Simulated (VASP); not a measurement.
Set up this calculation in VASP 6.6.1, as the native input.

```
Task                   : single point
Functional             : PBEsol
Potentials or basis    : VASP PAW PBE potentials, release 64 (Te, Pb_d)
Cutoff                 : 520 eV
k mesh                 : 6 × 6 × 6
Occupations            : fermi-dirac, width 0.05 eV
Spin                   : no spin polarisation
Dipole correction      : no
Further INCAR settings : ALGO = Fast; EDIFF = 1e-07; NBANDS = 17
```

The structure of TePb lies in POSCAR:

```
TePb
1.0
    0.0000000000      3.2310000000      3.2310000000
    3.2310000000      0.0000000000      3.2310000000
    3.2310000000      3.2310000000      0.0000000000
Te Pb
1 1
Direct
    0.4826264446      0.4760238348      0.4893224179
   -0.0153628046     -0.0235875648     -0.0168945579
```

The cell isn't the ideal one: atoms shaken by about 0.25 Å, then relaxed in the fixed cell.

These files were run (other wordings do the same):

INCAR

```
ALGO = Fast
EDIFF = 1E-7
ENCUT = 520
GGA = PS
ISIF = 2
ISMEAR = -1
LASPH = T
LCHARG = F
LREAL = F
LWAVE = F
NBANDS = 17
NELM = 100
PREC = Accurate
SIGMA = 0.05
```

KPOINTS

```
k-points
0
Gamma
  6 6 6
```

Potentials or basis: VASP PAW PBE potentials, release 64 (Te, Pb_d).

Run with:

```sh
$ cat potpaw_PBE.64/Te/POTCAR potpaw_PBE.64/Pb_d/POTCAR > POTCAR
$ mpirun -np 1 vasp_std > vasp.out
```

It gave:

| Quantity | Value |
| --- | --- |
| Pressure | -0.4 GPa |
| Largest force | 0.006 eV/Å |
| Band gap on the k mesh | 0.67 eV, direct |

Caveat: the PAW data sets were made with another functional, which shifts forces and pressure a little; spin-orbit coupling is left out, which as a rule narrows the gap of such compounds by several tenths of an eV.

It took 3.2 min on 1 thread of AMD EPYC 7R13 Processor (Zen 3), on a shared host, peak memory 0.27 GiB.
